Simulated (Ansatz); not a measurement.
## Sr: what symmetry allows forces and stress to be

```xyz
4
Lattice="4.3501 0.0000 0.0000 -2.1751 3.7673 0.0000 0.0000 0.0000 15.1972" Properties=species:S:1:pos:R:3 pbc="T T T"
Sr    0.0000    0.0000    0.0433
Sr    0.0000    2.5115    4.0407
Sr    0.0000    0.0000    7.4199
Sr    2.1751    1.2558   11.2919
```

Computed with Ansatz 0.2.0, DFT PBEsol, scalar-relativistic, plane waves, PAW.

Cutoff 420 eV; k points 12×12×4 on the computed 4-atom cell (Γ-centred); Gaussian smearing, width 0.10 eV; no spin polarisation.

This distorted cell has space group P3m1, with 6 operations.

Without a calculation: in which directions can each atom feel a force?

A force must be left unchanged by every operation that keeps its atom in place, so it lies in the space that those operations leave fixed. Atoms that the group maps onto each other feel forces of one size.
```
atom site symmetry operations at the site equivalent to atom allowed force (Cartesian)
 Sr1            3m.                       6                   1   along (0.00, 0.00, 1.00)
 Sr2            3m.                       6                   2   along (0.00, 0.00, 1.00)
 Sr3            3m.                       6                   3   along (0.00, 0.00, 1.00)
 Sr4            3m.                       6                   4   along (0.00, 0.00, 1.00)
```

That leaves 4 independent force components of 12, tied by 1 condition that the forces sum to zero, so 3 remain. A relaxation in this cell that keeps the symmetry moves the atoms in these directions alone.

And the stress tensor?

It must be invariant under the point group, which leaves 2 independent components: yz, xz, xy vanish; xx = yy.

Do the computed values obey this?

Yes. Forces (eV/Å):
```
Sr1  0.000  0.000 -0.006
Sr2  0.000  0.000 -0.272
Sr3  0.000  0.000  0.245
Sr4  0.000  0.000  0.032
```

Stress (GPa, compression positive, xx yy zz yz xz xy): -1.22 -1.22 -2.04 0.00 0.00 0.00. The program imposes the same operations on density, forces and stress, so this confirms the analysis and is no independent test of the calculation.

This form isn't the element's structure at ambient conditions.